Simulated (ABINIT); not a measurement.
# Ti (P6_3/mmc) in ABINIT: further runs

The runs below take Ti through band structure, equation of state, with RPBE, revPBE, PBE.

Everything below comes from runs of ABINIT 10.8.3 (patched build). Logs are shortened: lines on timing, memory, paths and dates and some standing lists are left out, and cuts for length are marked. The log counts tension as positive stress, the text compression.

## Step 1: Starting point

Symmetry: P6_3/mmc, No. 194, hexagonal system. Conventional cell: a = 2.950 Å, b = 2.950 Å, c = 4.680 Å, α = 90.00°, β = 90.00°, γ = 120.00°. Ti (site symmetry -6m2) has 12 Ti at 2.89 to 2.95 Å as nearest neighbours.

## Step 2: Band structure, RPBE

Contents of run.abi:

```
# Datasets: ground state, then fixed potential
ndtset 2

# Pseudopotentials
pp_dirpath "./"
pseudos "Ti.GGA_PBE-JTH.xml"

# Structure
acell 2.95 2.95 4.68 Angstrom
rprim
     1.0000000000     0.0000000000     0.0000000000
    -0.5000000000     0.8660254038     0.0000000000
     0.0000000000     0.0000000000     1.0000000000
ntypat 1
znucl 22
natom 2
typat 1 1
xred
     0.6666666667     0.3333333333     0.7500000000
     0.3333333333     0.6666666667     0.2500000000

# Plane-wave basis
ecut 15.0
pawecutdg 30.0

# Exchange and correlation
ixc 15

# Bands and occupations
occopt 3
tsmear 0.05 eV

# SCF cycle
nstep 100

# Output
iomode 3
prtwf 0
prteig 0
prtebands 0
enunit 1
prtden1 1
prtvha1 1
prtvclmb1 1
prtpot1 1

# Dataset 1
kptopt1 1
ngkpt1 10 10 6
nshiftk1 1
shiftk1 0.0 0.0 0.0
nband1 16
tolvrs1 1.0e-9

# Dataset 2: bands along G-M-K-G-A-L-H-A
iscf2 -2
getden2 1
nband2 20
nbdbuf2 2
tolwfr2 1.0e-12
kptopt2 -7
ndivsm2 6
prteig2 1
kptbounds2
     0.0000000000     0.0000000000     0.0000000000
     0.5000000000     0.0000000000     0.0000000000
     0.3333333333     0.3333333333     0.0000000000
     0.0000000000     0.0000000000     0.0000000000
     0.0000000000     0.0000000000     0.5000000000
     0.5000000000     0.0000000000     0.5000000000
     0.3333333333     0.3333333333     0.5000000000
     0.0000000000     0.0000000000     0.5000000000
```

Potentials or basis: JTH PAW PBE v2.0.

Command:

```bash
> abinit run.abi > log 2>&1
```

run.abo:

```text
.Version 10.8.3 of ABINIT
 DATASET    1 : space group P6_3/m m c (#194); Bravais hP (primitive hexag.)
================================================================================
 Values of the parameters that define the memory need for DATASET  1.
     intxc =       0    ionmov =       0      iscf =      17    lmnmax =      18
     lnmax =       6     mgfft =      32  mpssoang =       3    mqgrid =    3001
     natom =       2  nloc_mem =       2    nspden =       1   nspinor =       1
    nsppol =       1      nsym =      24    n1xccc =       1    ntypat =       1
    occopt =       3   xclevel =       2
       mpw =         679          nfft =       12800          nkpt =          56
 PAW method is used; the additional fine FFT grid is defined by:
   mgfftf=        45    nfftf =     40500
================================================================================
================================================================================

 DATASET    2 : space group P6_3/m m c (#194); Bravais hP (primitive hexag.)
================================================================================
 Values of the parameters that define the memory need for DATASET  2.
     intxc =       0    ionmov =       0      iscf =      -2    lmnmax =      18
     lnmax =       6     mgfft =      32  mpssoang =       3    mqgrid =    3001
     natom =       2  nloc_mem =       2    nspden =       1   nspinor =       1
    nsppol =       1      nsym =      24    n1xccc =       1    ntypat =       1
    occopt =       3   xclevel =       2
       mpw =         687          nfft =       12800          nkpt =          67
 PAW method is used; the additional fine FFT grid is defined by:
   mgfftf=        45    nfftf =     40500
================================================================================
================================================================================

--------------------------------------------------------------------------------
------------- Echo of variables that govern the present computation ------------
--------------------------------------------------------------------------------
 -outvars: echo values of preprocessed input variables --------
            acell      5.5746920714E+00  5.5746920714E+00  8.8439182692E+00 Bohr
              amu      4.78800000E+01
             ecut      1.50000000E+01 Hartree
           enunit           1
           getden1          0
           getden2          1
             iscf1         17
             iscf2         -2
                       outvar_i_n : Printing only first  50 k-points.
              ixc          15
           jdtset        1    2
                       outvar_i_n : Printing only first  50 k-points.
           kptopt1          1
           kptopt2         -7
         kptrlatt       10    0    0      0   10    0      0    0    6
          kptrlen1     5.30635096E+01
          kptrlen2     3.00000000E+01
            natom           2
            nband1         16
            nband2         20
           nbdbuf1          0
           nbdbuf2          2
           ndtset           2
           ndivsm1          0
           ndivsm2          6
            ngfft          20      20      32
          ngfftdg          30      30      45
             nkpt1         56
             nkpt2         67
            nstep         100
             nsym          24
           ntypat           1
                       prtocc : prtvol=0, do not print more k-points.
           occopt           3
        pawecutdg      3.00000000E+01 Hartree
         pawxcdev           0
        prtebands           0
           prteig1          0
           prteig2          1
           prtpot1          1
           prtpot2          0
         prtvclmb1          1
         prtvclmb2          0
           prtvha1          1
           prtvha2          0
[... 243 lines left out ...]

 getcut: wavevector=  0.0000  0.0000  0.0000  ngfft=  20  20  32
         ecut(hartree)=     15.000   => boxcut(ratio)=   2.05778

 Fine grid specifications (used for densities):

 getcut: wavevector=  0.0000  0.0000  0.0000  ngfft=  30  30  45
         ecut(hartree)=     30.000   => boxcut(ratio)=   2.01782
--------------------------------------------------------------------------------

================================================================================
 Non-SCF case, kpt    1 (  0.00000  0.00000  0.00000), residuals and eigenvalues=
  2.29E-13  6.54E-13  2.66E-13  7.09E-13  1.44E-13  3.03E-13  7.03E-13  1.03E-13
  2.42E-13  5.58E-14  6.88E-13  4.15E-13  7.56E-13  1.35E-13  7.85E-13  5.40E-13
  1.04E-13  4.28E-13  1.60E-13  5.73E-12
 -1.8124E+00 -1.8078E+00 -9.4933E-01 -9.2686E-01 -9.2686E-01 -9.2472E-01
 -9.2337E-01 -9.2337E-01  5.5008E-02  1.8431E-01  3.0711E-01  3.1054E-01
  3.1054E-01  3.1401E-01  3.2841E-01  3.2841E-01  3.4161E-01  3.4161E-01
  3.9637E-01  3.9637E-01
 Non-SCF case, kpt    2 (  0.04545  0.00000  0.00000), residuals and eigenvalues=
  2.78E-13  7.53E-13  5.37E-13  4.15E-13  7.53E-13  3.52E-13  1.18E-13  9.11E-13
  3.01E-13  6.38E-13  3.17E-13  6.41E-13  7.50E-13  9.23E-13  3.14E-13  1.37E-13
[... 511 lines left out ...]
  2.44E-14  8.81E-13  2.47E-13  4.72E-13  9.65E-13  5.78E-13  1.42E-13  1.49E-13
  1.66E-13  2.47E-13  5.39E-13  5.18E-13
 -1.8101E+00 -1.8101E+00 -9.3731E-01 -9.3731E-01 -9.2535E-01 -9.2535E-01
 -9.2520E-01 -9.2520E-01  1.2418E-01  1.2418E-01  2.8339E-01  2.8339E-01
  3.0696E-01  3.0696E-01  3.0835E-01  3.0835E-01  3.8343E-01  3.8343E-01
  3.8411E-01  3.8411E-01
 Non-SCF case, kpt   67 (  0.00000  0.00000  0.50000), residuals and eigenvalues=
  2.93E-13  4.98E-13  4.24E-13  2.52E-13  1.14E-13  8.12E-14  3.26E-13  2.18E-13
  4.50E-13  3.85E-13  9.53E-13  1.92E-13  3.71E-14  6.40E-14  2.58E-13  1.06E-13
  4.96E-14  7.96E-13  3.63E-13  6.57E-13
 -1.8101E+00 -1.8101E+00 -9.3727E-01 -9.3727E-01 -9.2512E-01 -9.2512E-01
 -9.2512E-01 -9.2512E-01  1.2245E-01  1.2245E-01  2.8473E-01  2.8473E-01
  3.0725E-01  3.0725E-01  3.0725E-01  3.0725E-01  3.8363E-01  3.8363E-01
  3.8363E-01  3.8363E-01

--- !ResultsGS
iteration_state: {dtset: 2, }
comment   : Summary of ground state results
lattice_vectors:
- [  5.5746921,   0.0000000,   0.0000000, ]
- [ -2.7873460,   4.8278250,   0.0000000, ]
- [  0.0000000,   0.0000000,   8.8439183, ]
lattice_lengths: [   5.57469,    5.57469,    8.84392, ]
lattice_angles: [ 90.000,  90.000, 120.000, ] # degrees, (23, 13, 12)
lattice_volume:   2.3802201E+02
convergence: {deltae:  0.000E+00, res2:  0.000E+00, residm:  9.997E-13, diffor:  0.000E+00, }
etotal    :  -1.17202362E+02
entropy   :   0.00000000E+00
fermie    :   2.81604874E-01
cartesian_stress_tensor: null
pressure_GPa: null
xred      :
- [  6.6667E-01,   3.3333E-01,   7.5000E-01, Ti]
- [  3.3333E-01,   6.6667E-01,   2.5000E-01, Ti]
cartesian_forces: null
force_length_stats: {min: null, max: null, mean: null, }
...

 Integrated electronic density in atomic spheres:
 ------------------------------------------------
 Atom  Sphere_radius  Integrated_density
    1        2.30803         10.13492476
    2        2.30803         10.13492476

================================================================================

 ----iterations are completed or convergence reached----

 Mean square residual over all n,k,spin=   43.225E-14; max=  99.965E-14
 reduced coordinates (array xred) for    2 atoms
       0.666666666667      0.333333333333      0.750000000000
       0.333333333333      0.666666666667      0.250000000000

 cartesian coordinates (angstrom) at end:
    1      1.47500000000000     0.85159164707000     3.51000000000000
    2      0.00000000000000     1.70318329414000     1.17000000000000
 length scales=  5.574692071428  5.574692071428  8.843918269248 bohr
              =  2.950000000000  2.950000000000  4.680000000000 angstroms
 Eigenvalues (   eV  ) for nkpt=  67  k points:
 kpt#   1, nband= 20, wtk=  1.00000, kpt=  0.0000  0.0000  0.0000 (reduced coord)
 -49.31919  -49.19176  -25.83258  -25.22126  -25.22126  -25.16299  -25.12615  -25.12615
   1.49684    5.01546    8.35701    8.45028    8.45028    8.54455    8.93661    8.93661
   9.29573    9.29573   10.78565   10.78565
 kpt#   2, nband= 20, wtk=  1.00000, kpt=  0.0455  0.0000  0.0000 (reduced coord)
 -49.31727  -49.19101  -25.82827  -25.23020  -25.22427  -25.16481  -25.13550  -25.12732
   1.55452    5.06138    8.24531    8.30573    8.49062    8.66496    8.90662    8.97257
   9.25270    9.26291   10.80328   10.95886
 kpt#   3, nband= 20, wtk=  1.00000, kpt=  0.0909  0.0000  0.0000 (reduced coord)
 -49.31161  -49.18878  -25.81550  -25.25632  -25.23294  -25.17027  -25.16262  -25.13083
   1.72547    5.19406    7.96478    8.08978    8.61035    8.77915    8.86075    9.07882
   9.15971    9.17214   10.85026   11.39008
 kpt#   4, nband= 20, wtk=  1.00000, kpt=  0.1364  0.0000  0.0000 (reduced coord)
 -49.30258  -49.18536  -25.79482  -25.29766  -25.24634  -25.20486  -25.17940  -25.13660
   2.00330    5.39699    7.61075    7.84279    8.67394    8.80507    9.01291    9.04087
   9.04663    9.25039   10.91289   11.95898
 kpt#   5, nband= 20, wtk=  1.00000, kpt=  0.1818  0.0000  0.0000 (reduced coord)
[... 237 lines left out ...]
   3.73580    3.73581    7.48823    7.48824    8.25110    8.25110    8.61904    8.61904
  10.39982   10.39982   10.56608   10.56609
 kpt#  65, nband= 20, wtk=  1.00000, kpt=  0.0513  0.0513  0.5000 (reduced coord)
 -49.25076  -49.25076  -25.50936  -25.50935  -25.19759  -25.19759  -25.18181  -25.18181
   3.51703    3.51703    7.61549    7.61550    8.32002    8.32003    8.47892    8.47892
  10.41886   10.41886   10.49375   10.49375
 kpt#  66, nband= 20, wtk=  1.00000, kpt=  0.0256  0.0256  0.5000 (reduced coord)
 -49.25455  -49.25455  -25.50562  -25.50561  -25.18008  -25.18008  -25.17584  -25.17584
   3.37915    3.37915    7.71132    7.71133    8.35276    8.35276    8.39071    8.39071
  10.43376   10.43377   10.45229   10.45229
 kpt#  67, nband= 20, wtk=  1.00000, kpt=  0.0000  0.0000  0.5000 (reduced coord)
 -49.25585  -49.25585  -25.50454  -25.50454  -25.17383  -25.17383  -25.17383  -25.17383
   3.33209    3.33209    7.74783    7.74785    8.36076    8.36076    8.36076    8.36076
  10.43916   10.43916   10.43916   10.43916

== END DATASET(S) ==============================================================
================================================================================

 -outvars: echo values of variables after computation  --------
            acell      5.5746920714E+00  5.5746920714E+00  8.8439182692E+00 Bohr
           etotal1    -1.1720236207E+02
            fcart1     2.4150618444E-29 -4.3224434784E-28 -0.0000000000E+00
                      -2.4150618444E-29  4.3224434784E-28 -0.0000000000E+00
            rprim      1.0000000000E+00  0.0000000000E+00  0.0000000000E+00
                      -5.0000000000E-01  8.6602540380E-01  0.0000000000E+00
                       0.0000000000E+00  0.0000000000E+00  1.0000000000E+00
           strten1    -6.5563210929E-05 -6.5563211703E-05 -5.4804058032E-05
                       0.0000000000E+00  0.0000000000E+00  0.0000000000E+00
           xangst      1.4750000000E+00  8.5159164707E-01  3.5100000000E+00
                       9.5680578601E-18  1.7031832941E+00  1.1700000000E+00
             xred      6.6666666667E-01  3.3333333333E-01  7.5000000000E-01
                       3.3333333333E-01  6.6666666667E-01  2.5000000000E-01
 Calculation completed.
```

Wall time 32 s (1 thread of Arm Neoverse V1, shared host); peak memory 0.11 GiB.

What came out:

- Free energy: -3189.2387 eV
- Pressure: 1.8 GPa
- Band gap on the k mesh: none (metal or under the smearing width)
- Valence electrons inside the program's atomic spheres: Ti 10.13 (radii [1.2214] Å)

Stress tensor (GPa, compression positive):
```
1.93 0.00 0.00
0.00 1.93 0.00
0.00 0.00 1.61
```

Levels at the corners of the path, in eV from the Fermi level:
```tsv
point	band 10	band 11	band 12	band 13	band 14	band 15
Γ	-2.65	0.69	0.79	0.79	0.88	1.27
M	-2.11	-1.80	-0.65	0.51	0.63	1.17
K	-1.38	-1.38	-1.28	0.24	0.24	1.49
Γ	-2.65	0.69	0.79	0.79	0.88	1.27
A	-4.33	0.08	0.08	0.70	0.70	0.70
L	-2.50	-0.79	-0.79	1.28	1.28	1.73
H	-1.22	-1.04	-1.04	-0.23	-0.23	1.67
A	-4.33	0.08	0.08	0.70	0.70	0.70
```

Caveat: the PAW data sets were made with another functional, which shifts forces and pressure a little.

[end of part 1 of 2]
